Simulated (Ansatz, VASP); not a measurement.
# Two plane-wave programs on CdS

```
CELL_PARAMETERS angstrom
0.00000 2.91000 2.91000
2.91000 0.00000 2.91000
2.91000 2.91000 0.00000
ATOMIC_POSITIONS crystal
Cd 0.00000 0.00000 0.00000
S 0.82290 0.75000 0.75000
```

Change from the starting cell: all S atoms moved -0.300 Å, as atom 2 towards its neighbour atom 2 (S) at 4.115 Å.

Alike in both runs: task single point; functional PBE; k mesh 8 × 8 × 8; occupations gaussian, width 0.05 eV; no spin polarisation.

|  | VASP | Ansatz |
| --- | --- | --- |
| version | VASP 6.6.1 | Ansatz 0.2.0 |
| potentials or method | VASP PAW PBE potentials, release 64 (Cd, S) | scalar-relativistic, plane waves, PAW |
| plane-wave cutoff (eV) | 520 | 420 |
| valence electrons in the cell | 18 | 26 |

Ansatz gave:

* gap on the k mesh at the Fermi level (eV): 1.16
* least direct gap on the mesh (eV): 1.16
* pressure (GPa): 5.6
* largest component of the traceless stress (GPa): 5.64
* rms of the force components (eV/Å): 1.181

Question: Estimate VASP's values.

Answer: gap on the k mesh at the Fermi level (eV): 1.17; least direct gap on the mesh (eV): 1.17; pressure (GPa): 6.0; largest component of the traceless stress (GPa): 5.84; rms of the force components (eV/Å): 1.212.

Atom by atom the forces differ by 0.031 eV/Å (rms over components). The two sets of potentials don't hold the same shells in valence.

Caveats: forces of over 1 eV/Å show positions far from the minimum, so gaps and moduli don't describe the material at rest.
